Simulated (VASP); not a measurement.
# CuAu (P4/mmm) in VASP: single point with LDA

Aim: the single point of CuAu with LDA.

Everything below comes from runs of VASP 6.6.1. Logs are shortened: lines on timing, memory, paths and dates and some standing lists are left out, and cuts for length are marked.

**1. The crystal as given**

The structure is tetragonal, space group P4/mmm (No. 123). Conventional cell: a = 2.811 Å, b = 2.811 Å, c = 3.685 Å, α = 90.00°, β = 90.00°, γ = 90.00°. Around Cu (site symmetry 4/mmm) lie 8 Au at 2.71 Å and 4 Cu at 2.81 Å. Around Au (site symmetry 4/mmm) lie 8 Cu at 2.71 Å and 4 Au at 2.81 Å.

**2. Single point, LDA**

Input file INCAR:

```
ALGO     = Normal         # electronic algorithm
EDIFF    = 1E-6           # SCF threshold, eV
ENCUT    = 520            # plane-wave cutoff, eV
ISIF     = 2              # what is computed and relaxed
ISMEAR   = -1             # smearing method
LASPH    = T              # aspherical terms in the spheres
LCHARG   = F              # write CHGCAR
LREAL    = F              # projectors in reciprocal space
LWAVE    = F              # write WAVECAR
NBANDS   = 18             # bands
NELM     = 100            # most SCF steps
PREC     = Accurate       # precision mode
SIGMA    = 0.1            # smearing width, eV
```

Input file KPOINTS:

```
k-points
0
Gamma
  8 8 6
```

Input file POSCAR:

```
CuAu
1.0
    2.8107494600      0.0000000000      0.0000000000
    0.0000000000      2.8107494600      0.0000000000
    0.0000000000      0.0000000000      3.6850000000
Cu Au
1 1
Direct
    0.5000000000      0.5000000000      0.5000000000
    0.0000000000      0.0000000000      0.0000000000
```

Potentials or basis: VASP PAW LDA potentials, release 64 (Cu, Au).

Started as:

```bash
cat potpaw_LDA.64/Cu/POTCAR potpaw_LDA.64/Au/POTCAR > POTCAR
mpirun -np 1 vasp_std > vasp.out
```

OUTCAR:

```text
EDIFF = 1E-6
   ENCUT = 520
   ISIF = 2
   ISMEAR = -1
   LASPH = T
   LREAL = F
   NELM = 100
   PREC = Accurate

 ion  position               nearest neighbor table
   1  0.500  0.500  0.500-   2 2.71   2 2.71   2 2.71   2 2.71   2 2.71   2 2.71   2 2.71   2 2.71

   2  0.000  0.000  0.000-   1 2.71   1 2.71   1 2.71   1 2.71   1 2.71   1 2.71   1 2.71   1 2.71

  LATTYP: Found a simple tetragonal cell.
 ALAT       =     2.8107494600
 C/A-ratio  =     1.3110382311

  Lattice vectors:

 A1 = (   2.8107494600,   0.0000000000,   0.0000000000)
 A2 = (   0.0000000000,   2.8107494600,   0.0000000000)
 A3 = (   0.0000000000,   0.0000000000,   3.6850000000)

Analysis of symmetry for initial positions (statically):
=====================================================================
 Subroutine PRICEL returns:
 Original cell was already a primitive cell.

 Routine SETGRP: Setting up the symmetry group for a
 simple tetragonal supercell.

 Subroutine GETGRP returns: Found 16 space group operations
 (whereof 16 operations were pure point group operations)
 out of a pool of 16 trial point group operations.

The static configuration has the point symmetry D_4h.

Analysis of symmetry for dynamics (positions and initial velocities):
=====================================================================
 Subroutine PRICEL returns:
 Original cell was already a primitive cell.

 Routine SETGRP: Setting up the symmetry group for a
 simple tetragonal supercell.

 Subroutine GETGRP returns: Found 16 space group operations
 (whereof 16 operations were pure point group operations)
 out of a pool of 16 trial point group operations.

The dynamic configuration has the point symmetry D_4h.

 Subroutine INISYM returns: Found 16 space group operations
 (whereof 16 operations are pure point group operations),
 and found     1 'primitive' translations

----------------------------------------------------------------------------------------

                                     Primitive cell

  volume of cell :      29.1127

  direct lattice vectors                    reciprocal lattice vectors
     2.810749460  0.000000000  0.000000000     0.355776996  0.000000000  0.000000000
     0.000000000  2.810749460  0.000000000     0.000000000  0.355776996  0.000000000
     0.000000000  0.000000000  3.685000000     0.000000000  0.000000000  0.271370421

  length of vectors
     2.810749460  2.810749460  3.685000000     0.355776996  0.355776996  0.271370421

  position of ions in fractional coordinates (direct lattice)
     0.500000000  0.500000000  0.500000000
     0.000000000  0.000000000  0.000000000

  ion indices of the primitive-cell ions
   primitive index   ion index
                 1           1
                 2           2

----------------------------------------------------------------------------------------

 KPOINTS: k-points

Automatic generation of k-mesh.
 Grid dimensions read from file:
 generate k-points for:    8    8    6

 Generating k-lattice:

  Cartesian coordinates                     Fractional coordinates (reciprocal lattice)
     0.044472125  0.000000000  0.000000000     0.125000000  0.000000000  0.000000000
     0.000000000  0.044472125  0.000000000     0.000000000  0.125000000  0.000000000
     0.000000000  0.000000000  0.045228403     0.000000000  0.000000000  0.166666667

  Length of vectors
     0.044472125  0.044472125  0.045228403

  Shift w.r.t. Gamma in fractional coordinates (k-lattice)
     0.000000000  0.000000000  0.000000000

 Subroutine IBZKPT returns following result:
 ===========================================

 Found     60 irreducible k-points:

 Following reciprocal coordinates:
            Coordinates               Weight
  0.000000  0.000000  0.000000      1.000000
  0.125000  0.000000  0.000000      4.000000
  0.250000  0.000000  0.000000      4.000000
  0.375000  0.000000  0.000000      4.000000
  0.500000  0.000000  0.000000      2.000000
  0.125000  0.125000  0.000000      4.000000
[... 16 lines left out ...]
  0.375000  0.125000  0.166667     16.000000
  0.500000  0.125000  0.166667      8.000000
 [... further k-points ...]
   k-points           NKPTS =     60   k-points in BZ     NKDIM =     60   number of bands    NBANDS=     18
   number of dos      NEDOS =    301   number of ions     NIONS =      2
   total plane-waves  NPLWV =  16128
   dimension x,y,z NGX =    24 NGY =   24 NGZ =   28
   dimension x,y,z NGXF=    48 NGYF=   48 NGZF=   56
   ions per type =               1   1
   NGX,Y,Z   is equivalent  to a cutoff of  14.20, 14.20, 12.63 a.u.
   NGXF,Y,Z  is equivalent  to a cutoff of  28.39, 28.39, 25.26 a.u.
 SYSTEM =  unknown system
   PREC   = accura    normal or accurate (medium, high low for compatibility)
   ISTART =      0    job   : 0-new  1-cont  2-samecut
   ICHARG =      2    charge: 1-file 2-atom 10-const
   ISPIN  =      1    spin polarized calculation?
   LNONCOLLINEAR =      F non collinear calculations
   LSORBIT =      F    spin-orbit coupling
   LASPH  =      T    aspherical Exc in radial PAW
   ENCUT  =  520.0 eV  38.22 Ry    6.18 a.u.   5.23  5.23  6.85*2*pi/ulx,y,z
   NELM   =    100;   NELMIN=  2; NELMDL= -5     # of ELM steps
   EDIFF  = 0.1E-05   stopping-criterion for ELM
   LREAL  =      F    real-space projection
[... 7 lines left out ...]
   TEBEG  =    0.0;   TEEND  =   0.0 temperature during run
   PSTRESS=    0.0 pullay stress
   NELECT =      22.0000    total number of electrons
   NUPDOWN=      -1.0000    fix difference up-down
   EMIN   =  10.00;   EMAX   =-10.00  energy-range for DOS
   EFERMI =   0.00;   METHOD = LEGACY
   ISMEAR =    -1;   SIGMA  =   0.10  broadening in eV -4-tet -1-fermi 0-gaus
   EFERMI_NEDOS =   21; number of points for ismear=-14 and -15
   IALGO  =     38    algorithm
   IMIX   =      4    mixing-type and parameters
     AMIX     =   0.40;   BMIX     =  1.00
     AMIX_MAG =   1.60;   BMIX_MAG =  1.00
  volume/ion in A,a.u.               =      14.56        98.23
  Fermi-wavevector in a.u.,A,eV,Ry     =   1.491152  2.817868 30.253005  2.223533
  Thomas-Fermi vector in A             =   2.603843
   LORBIT       =      0    0 simple, 1 ext, 2 COOP (PROOUT), +10 PAW based schemes
   GGA     = CA    functional components
   LHFCALC =     F    Hartree Fock is set to
   AEXX    =    0.0000 exact exchange contribution
   IVDW    =     0    specifies the selected vdW correction
   LEPSILON=     F    determine dielectric tensor
   LRPA    =     F    only Hartree local field effects (RPA)
 non-spin polarized calculation
  energy-cutoff  :      520.00
  volume of cell :       29.11
 maximum number of plane-waves:       808
 NGX is ok and might be reduce to    24
   NGX = 11   NGY = 11   NGZ = 13

 number of electron      22.0000010 magnetization

 Free energy of the ion-electron system (eV)
  ---------------------------------------------------
  ext. energy  EPLUGINS =         0.00000000
  ---------------------------------------------------
  free energy    TOTEN  =        -9.22206959 eV

  energy without entropy =       -9.20023628  energy(sigma->0) =       -9.21115293

 E-fermi :   8.5285     XC(G=0): -12.9721

 val. band max:        8.5056999429   @ k =   0.5000   0.1250   0.1667
 cond. band min:       8.5949217567   @ k =   0.2500   0.0000   0.3333
 fundamental gap:      0.0892218138
 Fermi energy:         8.5284734845

 k-point     1 :       0.0000    0.0000    0.0000
  band No.  band energies     occupation
      1      -1.2824      2.00000
      2       1.9008      2.00000
      3       2.0667      2.00000
      4       4.4425      2.00000
      5       4.4425      2.00000
      6       5.5245      2.00000
[... 10 lines left out ...]
     17      25.3548      0.00000
     18      25.9354      0.00000

 k-point     2 :       0.1250    0.0000    0.0000
  band No.  band energies     occupation
      1      -0.9227      2.00000
      2       2.0636      2.00000
      3       2.2916      2.00000
      4       4.2296      2.00000
      5       4.5278      2.00000
      6       5.3730      2.00000
[... 10 lines left out ...]
     17      26.0015      0.00000
     18      27.8408      0.00000

 k-point     3 :       0.2500    0.0000    0.0000
  band No.  band energies     occupation
      1       0.0460      2.00000
      2       2.3863      2.00000
      3       3.0036      2.00000
      4       3.6982      2.00000
      5       4.7627      2.00000
      6       4.9895      2.00000
[... 10 lines left out ...]
     17      24.6855      0.00000
     18      26.8437      0.00000

 k-point     4 :       0.3750    0.0000    0.0000
  band No.  band energies     occupation
      1       1.2300      2.00000
      2       2.8220      2.00000
      3       3.1839      2.00000
      4       3.7755      2.00000
      5       4.6024      2.00000
      6       5.0716      2.00000
[... 10 lines left out ...]
     17      23.0270      0.00000
     18      25.2668      0.00000

 k-point     5 :       0.5000    0.0000    0.0000
  band No.  band energies     occupation
      1       1.7998      2.00000
      2       2.9817      2.00000
      3       3.1825      2.00000
      4       3.9773      2.00000
      5       4.4450      2.00000
      6       5.2500      2.00000
[... 10 lines left out ...]
     17      24.4908      0.00000
     18      25.6131      0.00000

 k-point     6 :       0.1250    0.1250    0.0000
  band No.  band energies     occupation
      1      -0.5648      2.00000
      2       2.3101      2.00000
      3       2.4223      2.00000
      4       4.1519      2.00000
      5       4.4179      2.00000
      6       5.1700      2.00000
[... 10 lines left out ...]
     17      26.5232      0.00000
     18      27.1025      0.00000

 k-point     7 :       0.2500    0.1250    0.0000
  band No.  band energies     occupation
      1       0.3904      2.00000
      2       2.6497      2.00000
      3       3.0549      2.00000
      4       3.6602      2.00000
      5       4.4040      2.00000
      6       4.7513      2.00000
[... 10 lines left out ...]
     17      24.8395      0.00000
     18      27.4304      0.00000

 k-point     8 :       0.3750    0.1250    0.0000
  band No.  band energies     occupation
      1       1.5676      2.00000
      2       3.0111      2.00000
      3       3.1377      2.00000
      4       3.4224      2.00000
      5       4.4029      2.00000
      6       4.7603      2.00000
[... 10 lines left out ...]
     17      22.1099      0.00000
     18      24.7633      0.00000
[... 229 lines left out ...]
     17      24.3127      0.00000
     18      25.8257      0.00000

 k-point    20 :       0.5000    0.0000    0.1667
  band No.  band energies     occupation
      1       1.8374      2.00000
      2       2.3708      2.00000
      3       3.4197      2.00000
      4       4.3177      2.00000
      5       4.8220      2.00000
      6       4.9427      2.00000
[... 10 lines left out ...]
     17      24.5131      0.00000
     18      25.5938      0.00000

 k-point    21 :       0.1250    0.1250    0.1667
  band No.  band energies     occupation
      1      -0.2439      2.00000
      2       2.3622      2.00000
      3       2.5311      2.00000
      4       4.1760      2.00000
      5       4.3581      2.00000
      6       5.1446      2.00000
[... 10 lines left out ...]
     17      24.9792      0.00000
     18      28.1986      0.00000

 k-point    22 :       0.2500    0.1250    0.1667
  band No.  band energies     occupation
      1       0.6658      2.00000
      2       2.6777      2.00000
      3       3.1780      2.00000
      4       3.6415      2.00000
      5       4.2970      2.00000
      6       4.6673      2.00000
[... 10 lines left out ...]
     17      25.7726      0.00000
     18      27.0827      0.00000

 k-point    23 :       0.3750    0.1250    0.1667
  band No.  band energies     occupation
      1       1.6858      2.00000
      2       2.7139      2.00000
      3       3.3182      2.00000
      4       3.6634      2.00000
      5       4.3149      2.00000
      6       4.8237      2.00000
[... 10 lines left out ...]
     17      24.8399      0.00000
     18      25.3062      0.00000

 k-point    24 :       0.5000    0.1250    0.1667
  band No.  band energies     occupation
      1       2.3006      2.00000
      2       2.3952      2.00000
      3       3.4348      2.00000
      4       3.5406      2.00000
      5       4.3638      2.00000
      6       5.2016      2.00000
[... 10 lines left out ...]
     17      22.5508      0.00000
     18      24.2134      0.00000

 [... further k-points ...]

------------------------ aborting loop because EDIFF is reached ----------------------------------------

  FORCE on cell =-STRESS in cart. coord.  units (eV):
  Direction    XX          YY          ZZ          XY          YZ          ZX
  --------------------------------------------------------------------------------------
  -------------------------------------------------------------------------------------
  Total       -1.3625166     -1.3625166     -1.6986872      0.0000000      0.0000000      0.0000000
  in kB      -74.9843475    -74.9843475    -93.4850662      0.0000000      0.0000000      0.0000000
  external PRESSURE =     -81.1512537 kB  Pullay stress =       0.0000000 kB

 VOLUME and BASIS-vectors are now :
 -----------------------------------------------------------------------------
  energy-cutoff  :      520.00
  volume of cell :       29.11
      direct lattice vectors                 reciprocal lattice vectors
     2.810749460  0.000000000  0.000000000     0.355776996  0.000000000  0.000000000
     0.000000000  2.810749460  0.000000000     0.000000000  0.355776996  0.000000000
     0.000000000  0.000000000  3.685000000     0.000000000  0.000000000  0.271370421

 POSITION                                       TOTAL-FORCE (eV/Angst)
 -----------------------------------------------------------------------------------
      1.40537      1.40537      1.84250         0.000000      0.000000      0.000000
      0.00000      0.00000      0.00000         0.000000      0.000000      0.000000
 -----------------------------------------------------------------------------------
    total drift:                                0.000000      0.000000     -0.000000

  FREE ENERGIE OF THE ION-ELECTRON SYSTEM (eV)
  ---------------------------------------------------
  free  energy   TOTEN  =        -9.2220695856 eV

  energy  without entropy=       -9.2002362777  energy(sigma->0) =       -9.21115293
```

Wall time 14 s (1 thread of Intel Xeon Platinum 8559C (Emerald Rapids), shared host); peak memory 0.15 GiB.

Results:

| Property | Result |
| --- | --- |
| Free energy | -9.2221 eV |
| Pressure | -8.1 GPa |
| Band gap on the k mesh | none (metal or under the smearing width) |

Stress tensor (GPa, compression positive):
```
-7.50  0.00  0.00
 0.00 -7.50  0.00
 0.00  0.00 -9.35
```

Levels at points of the mesh, in eV from the Fermi level:
| k point | band 7 | band 8 | band 9 | band 10 | band 11 | band 12 | band 13 | band 14 | band 15 | band 16 |
| --- | --- | --- | --- | --- | --- | --- | --- | --- | --- | --- |
| (0.00, 0.00, 0.00) | -2.88 | -2.18 | -1.73 | -1.51 | -1.51 | 2.05 | 7.99 | 9.93 | 9.93 | 16.77 |
| (0.50, 0.00, 0.00) | -3.10 | -3.02 | -2.46 | -2.26 | -0.91 | -0.15 | 9.37 | 9.47 | 11.29 | 11.30 |
| (0.50, 0.50, 0.00) | -1.69 | -1.65 | -1.42 | -1.42 | 0.63 | 0.63 | 5.13 | 6.77 | 9.97 | 11.53 |
| (0.00, 0.00, 0.50) | -3.26 | -2.73 | -2.41 | -2.40 | -2.40 | -2.04 | 14.38 | 14.52 | 14.52 | 15.08 |
| (0.50, 0.00, 0.50) | -1.87 | -1.77 | -1.64 | -1.59 | -1.07 | -1.06 | 2.64 | 4.33 | 15.86 | 16.05 |
| (0.50, 0.50, 0.50) | -3.17 | -2.20 | -1.69 | -1.64 | 5.23 | 5.47 | 5.47 | 6.12 | 6.92 | 6.99 |
